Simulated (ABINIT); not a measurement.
# In in ABINIT: relaxation of the atoms with PBE+D3(BJ)

Aim: the relaxation of the atoms of In with PBE+D3(BJ).

Everything below comes from runs of ABINIT 10.8.3 (patched build). Logs are shortened: lines on timing, memory, paths and dates and some standing lists are left out, and cuts for length are marked. The log counts tension as positive stress, the text compression.

### Step 1. The slab as given

The cell holds a slab with vacuum, 3 atoms: a = 3.335 Å, b = 3.335 Å, c = 20.509 Å, α = 90.00°, β = 90.00°, γ = 120.00°.

The slab is cut from a database's or a generator's crystal, which needn't be the stable form of the element.

### Step 2. Relaxation of the atoms, PBE+D3(BJ)

File run.abi:

```
# Pseudopotentials
pp_dirpath "./"
pseudos "In.GGA_PBE-JTH.xml"

# Structure
acell 3*1.0 Angstrom
rprim
     3.3354847820     0.0000000000     0.0000000000
    -1.6677423910     2.8886145552     0.0000000000
     0.0000000000     0.0000000000    20.5091429200
ntypat 1
znucl 49
natom 3
typat 1 1 1
xred
     0.3333333300     0.6666666600     0.3656905620
     0.6666666700     0.3333333400     0.5000000000
     0.3333333300     0.6666666600     0.6343094380
chkprim 0
chksymtnons 0
tolsym 1.0e-6

# Plane-wave basis
ecut 22.0
pawecutdg 44.0
pawxcdev 0

# k points
kptopt 1
ngkpt 9 9 1
nshiftk 1
shiftk 0.0 0.0 0.0

# Exchange and correlation
ixc 11
vdw_xc 7

# Bands and occupations
nband 24
occopt 3
tsmear 0.05 eV

# SCF cycle
nstep 120
tolvrs 1.0e-9
iprcel 45

# Output
iomode 3
prtwf 0
prtden 0
prteig 0
prtebands 0
enunit 1

# Relaxation
ionmov 22
ntime 60
tolmxf 0.0002
```

Potentials or basis: JTH PAW PBE v2.0.

Started as:

```
$ mpirun --bind-to none -np 4 abinit run.abi > log 2>&1
```

run.abo:

```text
.Version 10.8.3 of ABINIT
 Symmetries : space group P-6 m 2 (#187); Bravais hP (primitive hexag.)
================================================================================
 Values of the parameters that define the memory need of the present run
     intxc =       0    ionmov =      22      iscf =      17    lmnmax =      18
     lnmax =       6     mgfft =     180  mpssoang =       3    mqgrid =   11573
     natom =       3  nloc_mem =       2    nspden =       1   nspinor =       1
    nsppol =       1      nsym =      12    n1xccc =       1    ntypat =       1
    occopt =       3   xclevel =       2
       mpw =        6637          nfft =      162000          nkpt =          12
Pmy_natom=         1
 PAW method is used; the additional fine FFT grid is defined by:
   mgfftf=       240    nfftf =    384000
 For the susceptibility and dielectric matrices, or tddft :
   mgfft =        96  nbnd_in_blk=     6    nfft =     24576     npw =       205
================================================================================
================================================================================

--------------------------------------------------------------------------------
------------- Echo of variables that govern the present computation ------------
--------------------------------------------------------------------------------
 -outvars: echo values of preprocessed input variables --------
            acell      1.8897261259E+00  1.8897261259E+00  1.8897261259E+00 Bohr
              amu      1.14820000E+02
          chkprim           0
      chksymtnons           0
           diemix      1.00000000E+00
             ecut      2.20000000E+01 Hartree
           enunit           1
           ionmov          22
           iprcel          45
              ixc          11
         kptrlatt        9    0    0      0    9    0      0    0    1
          kptrlen      5.67283746E+01
            natom           3
            nband          24
            ngfft          30      30     180
          ngfftdg          40      40     240
             nkpt          12
            nstep         120
             nsym          12
            ntime          60
           ntypat           1
           occopt           3
        pawecutdg      4.40000000E+01 Hartree
         pawxcdev           0
           prtden           0
        prtebands           0
           prteig           0
            prtwf           0
            rprim      3.3354847820E+00  0.0000000000E+00  0.0000000000E+00
                      -1.6677423910E+00  2.8886145552E+00  0.0000000000E+00
                       0.0000000000E+00  0.0000000000E+00  2.0509142920E+01
          spgroup         187
           tolmxf      2.00000000E-04
           tolsym      1.00000000E-06
           tolvrs      1.00000000E-09
           tsmear      1.83746611E-03 Hartree
            typat      1  1  1
           useylm           1
           vdw_xc           7
           xangst      8.3387121877E-09  1.9257430320E+00  7.5000000006E+00
                       1.6677423993E+00  9.6287151359E-01  1.0254571460E+01
                       8.3387121877E-09  1.9257430320E+00  1.3009142919E+01
            xcart      1.5757882277E-08  3.6391269193E+00  1.4172945945E+01
                       3.1515763833E+00  1.8195634551E+00  1.9378331598E+01
                       1.5757882277E-08  3.6391269193E+00  2.4583717251E+01
             xred      3.3333333500E-01  6.6666666500E-01  3.6569056200E-01
                       6.6666666833E-01  3.3333333167E-01  5.0000000000E-01
                       3.3333333500E-01  6.6666666500E-01  6.3430943800E-01
            znucl       49.00000

================================================================================

 chkinp: Checking input parameters for consistency.

================================================================================
== DATASET  1 ==================================================================

--- !DatasetInfo
iteration_state: {dtset: 1, }
dimensions: {natom: 3, nkpt: 12, mband: 24, nsppol: 1, nspinor: 1, nspden: 1, mpw: 6637, }
cutoff_energies: {ecut:  22.0, pawecutdg:  44.0, }
electrons: {nelect:   3.90000000E+01, charge:   0.00000000E+00, occopt:   3.00000000E+00, tsmear:   1.83746611E-03, }
meta: {optdriver: 0, ionmov: 22, optcell: 0, iscf: 17, paral_kgb: 0, }
...

 Exchange-correlation functional for the present dataset will be:
  GGA: Perdew-Burke-Ernzerhof functional - ixc=11
  J.P.Perdew, K.Burke, M.Ernzerhof, PRL 77, 3865 (1996)

 Real(R)+Recip(G) space primitive vectors, cartesian coordinates (Bohr,Bohr^-1):
 R(1)=  6.3031527  0.0000000  0.0000000  G(1)=  0.1586508  0.0915971  0.0000000
 R(2)= -3.1515764  5.4586904  0.0000000  G(2)=  0.0000000  0.1831941  0.0000000
 R(3)=  0.0000000  0.0000000 38.7566632  G(3)=  0.0000000  0.0000000  0.0258020
 Unit cell volume ucvol=  1.3334989E+03 bohr^3
 Angles (23,13,12)=  9.00000000E+01  9.00000000E+01  1.20000000E+02 degrees

 Coarse grid specifications (used for wave-functions):

 getcut: wavevector=  0.0000  0.0000  0.0000  ngfft=  30  30 180
         ecut(hartree)=     22.000   => boxcut(ratio)=   2.19963

 Fine grid specifications (used for densities):

 getcut: wavevector=  0.0000  0.0000  0.0000  ngfft=  40  40 240
         ecut(hartree)=     44.000   => boxcut(ratio)=   2.07383

--- Pseudopotential description ------------------------------------------------
[... 70 lines left out ...]
- [ -3.1515764,   5.4586904,   0.0000000, ]
- [  0.0000000,   0.0000000,  38.7566632, ]
lattice_lengths: [   6.30315,    6.30315,   38.75666, ]
lattice_angles: [ 90.000,  90.000, 120.000, ] # degrees, (23, 13, 12)
lattice_volume:   1.3334989E+03
convergence: {deltae: -5.166E-10, res2:  2.423E-10, residm:  2.799E-07, diffor: null, }
etotal    :  -1.74129928E+02
entropy   :   0.00000000E+00
fermie    :   4.92511835E-04
cartesian_stress_tensor: # hartree/bohr^3
- [  3.08617894E-05,   0.00000000E+00,   0.00000000E+00, ]
- [  0.00000000E+00,   3.08617893E-05,   0.00000000E+00, ]
- [  0.00000000E+00,   0.00000000E+00,   2.79910654E-06, ]
pressure_GPa:  -6.3277E-01
xred      :
- [  3.3333E-01,   6.6667E-01,   3.6569E-01, In]
- [  6.6667E-01,   3.3333E-01,   5.0000E-01, In]
- [  3.3333E-01,   6.6667E-01,   6.3431E-01, In]
cartesian_forces: # hartree/bohr
- [ -1.77995926E-30,   9.96830161E-29,  -1.91700400E-04, ]
- [ -1.77995926E-30,  -9.76276962E-29,  -1.80700362E-20, ]
- [  3.55991853E-30,  -2.05531992E-30,   1.91700400E-04, ]
force_length_stats: {min:   1.80700362E-20, max:   1.91700400E-04, mean:   1.27800267E-04, }
...

 Integrated electronic density in atomic spheres:
 ------------------------------------------------
 Atom  Sphere_radius  Integrated_density
    1        2.50645         11.08476904
    2        2.50645         11.11317648
    3        2.50645         11.08476904

---OUTPUT-----------------------------------------------------------------------

 Cartesian coordinates (xcart) [bohr]
  1.57578822774608E-08  3.63912691932813E+00  1.41729459453536E+01
  3.15157638331449E+00  1.81956345511516E+00  1.93783315979503E+01
  1.57578822774608E-08  3.63912691932813E+00  2.45837172505470E+01
 Reduced coordinates (xred)
  3.33333335000000E-01  6.66666665000000E-01  3.65690562000000E-01
  6.66666668333333E-01  3.33333331666667E-01  5.00000000000000E-01
  3.33333335000000E-01  6.66666665000000E-01  6.34309438000000E-01
 Cartesian forces (fcart) [Ha/bohr]; max,rms= 1.91700E-04 9.03684E-05 (free atoms)
 -1.77995926292195E-30  9.96830160788913E-29 -1.91700400153697E-04
 -1.77995926292195E-30 -9.76276961597389E-29 -1.80700362080917E-20
  3.55991852584390E-30 -2.05531991915239E-30  1.91700400153697E-04
 Gradient of E wrt nuclear positions in reduced coordinates (gred)
  1.12193550964766E-29 -5.49748399727354E-28  7.42966784327622E-03
  1.12193550964766E-29  5.27309689534401E-28  7.00334307254741E-19
 -2.24387101929532E-29  2.24387101929532E-29 -7.42966784327622E-03
 Total energy (etotal) [Ha]= -1.74129927805576E+02

 At Broyd/MD step   1, gradients are converged :
  max grad (force/stress) = 1.9170E-04 < tolmxf= 2.0000E-04 ha/bohr (free atoms)

================================================================================

 ----iterations are completed or convergence reached----

 Mean square residual over all n,k,spin=   11.171E-10; max=  27.988E-08
 reduced coordinates (array xred) for    3 atoms
       0.333333335000      0.666666665000      0.365690562000
       0.666666668333      0.333333331667      0.500000000000
       0.333333335000      0.666666665000      0.634309438000
 rms dE/dt=  3.5024E-03; max dE/dt=  7.4297E-03; dE/dt below (all hartree)
    1       0.000000000000     -0.000000000000      0.007429667843
    2       0.000000000000      0.000000000000      0.000000000000
    3      -0.000000000000     -0.000000000000     -0.007429667843

 cartesian coordinates (angstrom) at end:
    1      0.00000000833871     1.92574303198564     7.50000000055312
    2      1.66774239933871     0.96287151358564    10.25457146000000
    3      0.00000000833871     1.92574303198564    13.00914291944687

 cartesian forces (hartree/bohr) at end:
    1     -0.00000000000000     0.00000000000000    -0.00019170040015
    2     -0.00000000000000    -0.00000000000000    -0.00000000000000
    3      0.00000000000000    -0.00000000000000     0.00019170040015
 frms,max,avg= 9.0368435E-05 1.9170040E-04   0.000E+00  0.000E+00  0.000E+00 h/b

 cartesian forces (eV/Angstrom) at end:
    1     -0.00000000000000     0.00000000000000    -0.00985763091863
    2     -0.00000000000000    -0.00000000000000    -0.00000000000000
    3      0.00000000000000    -0.00000000000000     0.00985763091863
 frms,max,avg= 4.6469318E-03 9.8576309E-03   0.000E+00  0.000E+00  0.000E+00 e/A
 length scales=  1.889726125908  1.889726125908  1.889726125908 bohr
              =  1.000000000000  1.000000000000  1.000000000000 angstroms
 Fermi (or HOMO) energy (eV) =   0.01340   Average Vxc (eV)=  -4.87988
 Eigenvalues (   eV  ) for nkpt=  12  k points:
 kpt#   1, nband= 24, wtk=  0.01235, kpt=  0.0000  0.0000  0.0000 (reduced coord)
 -14.69642  -14.66654  -14.66654  -14.56313  -14.56140  -14.52621  -14.52621  -14.46617
 -14.46617  -14.43010  -14.43010  -14.31485  -14.31485  -14.29622  -14.29622   -9.01247
  -7.65267   -5.69077   -2.15519    0.76660    3.12450    3.58227    5.04621    5.14738
 prteigrs : prtvol=0 or 1, do not print more k-points.

--- !EnergyTerms
iteration_state     : {dtset: 1, itime: 1, icycle: 1, }
comment             : Components of total free energy in Hartree
kinetic             :  4.18411985850387E+01
hartree             :  3.89948816368182E+02
xc                  : -2.26247225257547E+01
Ewald energy        :  2.14091908685274E+02
psp_core            :  2.25026708772761E+00
local_psp           : -8.32937802154208E+02
PAW spherical_terms :  3.33267220821654E+01
VdWaals_dft_d       : -2.56985254387608E-02
internal            : -1.74129310397014E+02
'-kT*entropy'       : -6.32697384959907E-04
total_energy        : -1.74129943094399E+02
total_energy_eV     : -4.73831713853237E+03
...

--- !EnergyTermsDC
iteration_state     : {dtset: 1, itime: 1, icycle: 1, }
comment             : '"Double-counting" decomposition of free energy'
band_energy         : -1.71361103941827E+01
Ewald energy        :  2.14091908685274E+02
psp_core            :  2.25026708772761E+00
xc_dc               : -3.98493640390134E+02
PAW spherical_terms :  2.51839784285624E+01
VdWaals_dft_d       : -2.56985254387608E-02
internal            : -1.74129295108191E+02
'-kT*entropy'       : -6.32697384959907E-04
total_energy_dc     : -1.74129927805576E+02
total_energy_dc_eV  : -4.73831672250232E+03
...

--- !EnergyTermsWithPAWCore
iteration_state     : {dtset: 1, itime: 1, icycle: 1, }
comment             : 'Components of total free energy, including PAW core contributions'
Total energy        : -1.76451796646081E+04
Total energy DC     : -1.76451796493193E+04
Total energy (eV)   : -4.80149799233381E+05
Total energy DC (eV): -4.80149798817351E+05
...

 Cartesian components of stress tensor (hartree/bohr^3)
  sigma(1 1)=  3.08617894E-05  sigma(3 2)=  0.00000000E+00
  sigma(2 2)=  3.08617893E-05  sigma(3 1)=  0.00000000E+00
  sigma(3 3)=  2.79910654E-06  sigma(2 1)=  0.00000000E+00

-Cartesian components of stress tensor (GPa)         [Pressure= -6.3277E-01 GPa]
- sigma(1 1)=  9.07985191E-01  sigma(3 2)=  0.00000000E+00
- sigma(2 2)=  9.07985189E-01  sigma(3 1)=  0.00000000E+00
- sigma(3 3)=  8.23525577E-02  sigma(2 1)=  0.00000000E+00

== END DATASET(S) ==============================================================
================================================================================

 -outvars: echo values of variables after computation  --------
            acell      1.8897261259E+00  1.8897261259E+00  1.8897261259E+00 Bohr
           etotal     -1.7412992781E+02
            fcart     -1.7799592629E-30  9.9683016079E-29 -1.9170040015E-04
                      -1.7799592629E-30 -9.7627696160E-29 -1.8070036208E-20
                       3.5599185258E-30 -2.0553199192E-30  1.9170040015E-04
            rprim      3.3354847820E+00  0.0000000000E+00  0.0000000000E+00
                      -1.6677423910E+00  2.8886145552E+00  0.0000000000E+00
                       0.0000000000E+00  0.0000000000E+00  2.0509142920E+01
           strten      3.0861789360E-05  3.0861789299E-05  2.7991065435E-06
                       0.0000000000E+00  0.0000000000E+00  0.0000000000E+00
           xangst      8.3387121877E-09  1.9257430320E+00  7.5000000006E+00
                       1.6677423993E+00  9.6287151359E-01  1.0254571460E+01
                       8.3387121877E-09  1.9257430320E+00  1.3009142919E+01
             xred      3.3333333500E-01  6.6666666500E-01  3.6569056200E-01
                       6.6666666833E-01  3.3333333167E-01  5.0000000000E-01
                       3.3333333500E-01  6.6666666500E-01  6.3430943800E-01
 Calculation completed.
```

It took 56 s on 4 MPI ranks of Arm Neoverse V1, shared host; peak memory 0.8 GiB.

Results:

| Item | Value |
| --- | --- |
| Free energy | -4738.3167 eV |
| Largest force after relaxing | 0.010 eV/Å |
| Band gap on the k mesh | none (metal or under the smearing width) |
| Valence electrons inside the program's atomic spheres | In 11.08, 11.11 (radii [1.3264] Å) |

Forces in eV/Å, atoms in the order of the input:
```
In   0.000  0.000 -0.010
In   0.000  0.000  0.000
In   0.000  0.000  0.010
```

Final structure:
```
CELL_PARAMETERS angstrom
3.33548 0.00000 0.00000
-1.66774 2.88861 0.00000
0.00000 0.00000 20.50914
ATOMIC_POSITIONS crystal
In 0.33333 0.66667 0.36569
In 0.66667 0.33333 0.50000
In 0.33333 0.66667 0.63431
```

Caveat: the relaxation stopped at its first step, so nothing moved.
